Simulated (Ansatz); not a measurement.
An input for Ansatz 0.2.0 (Nb):

File input.yaml:

```yaml
crystal:
  lattice:
    - [0.0, -3.3279, 0.0]
    - [-3.3279, 0.0, 0.0]
    - [0.0, 0.0, -3.3279]
  atoms:
    - { symbol: Nb, position: [0.44519644, 0.48831352, 0.4704438] }
    - { symbol: Nb, position: [0.05480356, 0.01168648, 0.0295562] }
hamiltonian:
  xc: { exchange: pbesol, correlation: pbesol, exx: { coeff: 0.25 } }
  pseudopotentials: { kind: paw }
  dispersion: rvv10
kpoints:
  mp_grid: { grid: [6, 6, 6] }
  band_path:
    path:
      - [[0.0, 0.0, 0.0], [0.0, 0.5, 0.0], [0.5, 0.5, 0.0], [0.0, 0.0, 0.0], [0.5, 0.5, 0.5], [0.0, 0.5, 0.0]]
      - [[0.5, 0.5, 0.0], [0.5, 0.5, 0.5]]
    npoints: 4
scf:
  occupations: { method: fermi_dirac, width: 0.1 }
  n_extra_bands: 6
output:
  forces: true
  stress: true
  eigenvalues: true
  fatbands: false
```

Potentials or basis: Ansatz PAW.

The run is started by

```sh
$ ansatz run input.yaml --threads 1 --pin off --max-ram 2560MiB --backend cpu --events-out ev --progress --plain --runs-dir out
```

Q: How does this run end?

A: The run stopped without a result. It printed:

Output:

```text
Error: inconsistent input (hamiltonian.dispersion, hamiltonian.xc): `dispersion: rvv10` has no transferable b for PBE exchange — Sabatini et al. (2013) fitted b=6.3 to rPW86, and the PBE refits of Peng & Perdew (2017) are task-dependent (b=6.6 S22 / b=10.0 layered). Use `xc: {exchange: rpw86, correlation: pbe}` for the original rVV10 or `xc: r2scan` for the r²SCAN+rVV10 pairing
```
